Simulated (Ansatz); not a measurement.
**C under changes of volume**

One of the cells (22.266 Å³/atom); the others are scaled copies at fixed shape and fractional positions:

```xyz
2
Lattice="2.4562 0.0000 0.0000 -1.2281 2.1271 0.0000 0.0000 0.0000 8.5238" Properties=species:S:1:pos:R:3 pbc="T T T"
C     1.2281    0.7090    0.0000
C     0.0000    1.4181    0.0000
```

| Quantity | Value |
| --- | --- |
| Program | Ansatz 0.2.0 |
| Functional | HSE06 |
| Potentials or basis | Ansatz PAW |
| Cutoff | 420 eV (not typed: the program's choice for these potentials) |
| k mesh | 8 × 8 × 2 |
| Occupations | fermi-dirac, width 0.05 eV |
| Spin | no spin polarisation |

```tsv
volume (Å³/atom)	energy over the lowest point (meV/atom)	gap on the mesh (eV)
20.930	23.47	2.54
21.376	8.35	2.50
21.821	0.77	2.47
22.266	0.00	2.43
22.712	?	?
23.157	16.92	2.37
23.602	33.47	2.33
```

What does the run at 22.712 Å³/atom give?

Energy over the lowest point 5.63 meV/atom; gap on the mesh 2.40 eV.

Worked out: A Birch-Murnaghan fit of order 3 (a polynomial in V^(-2/3)) to the other rows has its minimum at 22.09 Å³/atom with B0 = V·E''(V) = 116 GPa and B' = 3.4 at fixed shape and positions, which overstates the stiffness. It gives 5.59 meV/atom at 22.712 Å³/atom, against the run's 5.63. A straight line through the other rows of the gap, of slope -1.71 eV per unit of ln V (its deformation potential), gives 2.40 eV, against the run's 2.40.

Energies are extrapolated to zero smearing.

Caveats: the PAW data sets come from PBE, with cores solved anew for the run's functional, which leaves a small shift of forces and pressure; the thresholds are loose for stress.

A mesh can miss the band edges.
